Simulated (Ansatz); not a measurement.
**Property card for PbO$_{2}$**

Level of theory: Ansatz, DFT PBE, scalar-relativistic, plane waves, PAW.

Plane waves to 420 eV, a k mesh through Γ of 14×14×14 on the computed 3-atom cell and Gaussian smearing (0.10 eV); no spin polarisation.

The structure is relaxed at this level of theory with its symmetry kept. Whether it is the stable form of this composition wasn't checked.

Symmetry: Fm-3m, No. 225, cubic system. The conventional cell has a = 5.408 Å, b = 5.408 Å, c = 5.408 Å, α = 90.00°, β = 90.00°, γ = 90.00°. Pb (site symmetry m-3m) is surrounded by 8 O at 2.34 Å. O (site symmetry -43m) has 4 Pb at 2.34 Å as nearest neighbours.

```json
{
  "Volume per atom": "13.18 Å³",
  "Formation energy from the elements' standard states (uncorrected)": "-0.683 eV/atom",
  "Kohn–Sham band gap": "none (metal)",
  "Density of states at the Fermi level": "0.37 states/eV per cell",
  "Löwdin character within 0.5 eV of the Fermi level": "O 2p 97 %",
  "Bulk modulus": "131 GPa",
  "Its pressure derivative": "5.0",
  "Bader charges (e)": "Pb (1 in the cell) 1.99, O (2 in the cell) -1.00"
}
```

Spin-orbit coupling is left out, which matters for the bands of heavy elements.

Closed-shell ions balance this formula, so the missing gap can be the error of a semilocal functional.

Cost: 9 runs of about 1.2 core-minutes in all, on Intel Xeon Platinum 8488C (Sapphire Rapids) (shared hosts).